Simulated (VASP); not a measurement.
Write the native input for VASP 6.6.1 that does the following.

```
Task                   : relaxation of cell and atoms
Functional             : PBE
Potentials or basis    : VASP PAW PBE potentials, release 64 (Zn, Ge_d, N)
Cutoff                 : 520 eV
k mesh                 : 10 × 10 × 4
Occupations            : gaussian, width 0.03 eV
Spin                   : no spin polarisation
Further INCAR settings : ALGO = Normal; EDIFF = 1e-07; IBRION = 2; POTIM = 0.3; EDIFFG = -0.005; NSW = 60; ISIF = 3
```

The structure of ZnGe2N2 lies in POSCAR:

```
ZnGe2N2                                 
1.0
    3.0497907301     -0.0000000000      0.0000000000
   -1.5248953600      2.6411962498      0.0000000000
    0.0000000000      0.0000000000      8.9056565888
  Zn              Ge              N             
     1     2     2
Direct
     0.0000000000000000    0.0000000000000000    1.0000000000000000
     0.6666666699999979    0.3333333300000021    0.2862114662359559
     0.3333333300000021    0.6666666699999979    0.7137885337640439
     0.3333333300000021    0.6666666699999979    0.1589802736949386
     0.6666666699999979    0.3333333300000021    0.8410197263050615
```

The cell was built by a generator and needn't be a form met in nature.

The input as run:

INCAR

```
SYSTEM = ZnGe2N2
PREC = Accurate
ENCUT = 520
EDIFF = 1E-7
ISMEAR = 0
SIGMA = 0.03
LREAL = .FALSE.
LASPH = .TRUE.
NELM = 120
ALGO = Normal
ISIF = 3
LWAVE = .FALSE.
LCHARG = .FALSE.
GGA = PE
IBRION = 2
NSW = 60
EDIFFG = -0.005
POTIM = 0.3
KPAR = 4
```

KPOINTS

```
regular mesh
0
G
  10 10 4
  0 0 0
```

Potentials or basis: VASP PAW PBE potentials, release 64 (Zn, Ge_d, N).

The run is started by

```sh
$ cat potpaw_PBE.64/Zn/POTCAR potpaw_PBE.64/Ge_d/POTCAR potpaw_PBE.64/N/POTCAR > POTCAR
$ mpirun -np 4 vasp_std > vasp.out
```

It gave:

The relaxed volume is 14.35 Å³/atom, the relaxed cell is a = 3.050 Å, b = 3.050 Å, c = 8.906 Å, α = 90.00°, β = 90.00°, γ = 120.00° and the space group after relaxing (to 0.05 Å) is P-3m1 (No. 164). The energy gained by relaxing is 0.0 meV/atom, the ionic steps are 2 and the pressure after relaxing is 0.0 GPa. The band gap on the k mesh is 0.90 eV, indirect (least direct gap 1.44 eV).

Run time: 73 s on 4 MPI ranks on Intel(R) Xeon(R) Platinum 8259CL CPU @ 2.50GHz (Skylake/Cascade Lake), with other jobs on the host, peak memory 0.25 GiB a rank.
